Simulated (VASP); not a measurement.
NaCl, 2 atoms in the cell. Symmetry: Cm, No. 8, monoclinic system. Conventional cell: a = 4.953 Å, b = 4.953 Å, c = 3.502 Å, α = 90.00°, β = 90.00°, γ = 90.00°. Around Na (site symmetry m) lie 7 Cl at 2.81 to 3.14 Å. Around Cl (site symmetry m) lie 7 Na at 2.81 to 3.14 Å. The cell comes from a database or a generator and needn't be the stable form of this composition. The cell isn't the ideal one: atom 1 (Na) moved by (-0.200, -0.100) A along [1 1 0] and z.

```yaml
Program: VASP 6.6.1
Task: single point
Functional: PBE
Potentials_or_basis: VASP PAW PBE potentials, release 64 (Na_pv, Cl)
Cutoff: 520 eV
k_mesh: 6 × 6 × 6
Occupations: gaussian, width 0.05 eV
Spin: no spin polarisation
Dipole_correction: no
Further_INCAR_settings: ALGO = Fast; EDIFF = 1e-06; NBANDS = 14
```

Potentials or basis: VASP PAW PBE potentials, release 64 (Na_pv, Cl).

Command:

```sh
$ cat potpaw_PBE.64/Na_pv/POTCAR potpaw_PBE.64/Cl/POTCAR > POTCAR
$ mpirun -np 1 vasp_std > vasp.out
```

Hardware: 1 thread of Intel(R) Xeon(R) Platinum 8175M CPU @ 2.50GHz (Skylake/Cascade Lake) (shared host).

**Question.** How long does it take, and how much memory?

**Answer.** Wall time 53 s on 1 thread of Intel(R) Xeon(R) Platinum 8175M CPU @ 2.50GHz (Skylake/Cascade Lake) (shared host), peak memory 0.16 GiB. Counts: scf iterations 14, k points 68.
